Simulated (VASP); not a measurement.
Pb, 8 atoms in the cell. Symmetry: Cmce, No. 64, orthorhombic system. Conventional cell: a = 10.298 Å, b = 6.046 Å, c = 6.459 Å, α = 90.00°, β = 90.00°, γ = 90.00°. Pb (site symmetry m) has 6 Pb at 2.85 to 3.22 Å as nearest neighbours. Pb (site symmetry 2) has 6 Pb at 2.85 to 3.22 Å as nearest neighbours. This isn't the form of Pb at room conditions, which is fcc. The cell isn't the ideal one: Si replaced by Pb, lengths x 1.189, strained and moved within the space group.

```yaml
Program: VASP 6.6.1
Task: single point
Functional: PBE
Potentials_or_basis: VASP PAW PBE potentials, release 64 (Pb_d)
Cutoff: 520 eV
k_mesh: 4 × 4 × 4
Occupations: gaussian, width 0.1 eV
Spin: no spin polarisation
Dipole_correction: no
Further_INCAR_settings: ALGO = Fast; EDIFF = 1e-06; NBANDS = 66
```

Potentials or basis: VASP PAW PBE potentials, release 64 (Pb_d).

Launch:

```sh
$ cat potpaw_PBE.64/Pb_d/POTCAR > POTCAR
$ mpirun -np 1 vasp_std > vasp.out
```

Hardware: 1 thread of Intel(R) Xeon(R) Platinum 8259CL CPU @ 2.50GHz (Skylake/Cascade Lake) (shared host).

**Question.** How long does it take, and how much memory?

**Answer.** Run time: 4.9 min on 1 thread of Intel(R) Xeon(R) Platinum 8259CL CPU @ 2.50GHz (Skylake/Cascade Lake) (shared host), peak memory 0.41 GiB. Counts: scf iterations 16, k points 21.
